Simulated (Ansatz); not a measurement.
An element in the sc structure gives these cold pressures by all-electron LAPW under PBE (Ansatz 0.2.0, scalar-relativistic, no spin polarisation).

```
V (Å³/atom)  P (GPa)
      20.34     0.05
      17.90     2.01
      15.86     4.70
      13.83     9.09
      11.80    16.61
      10.17     26.9
       8.74     41.8
```

(1) Which element is it?

## Answers

(1) Li. Its zero-pressure volume in this structure is near 20.3 Å³/atom; the volume and the steepness of P(V) together point to it, though neighbours can come close. Other candidates weren't computed, and some may come near.
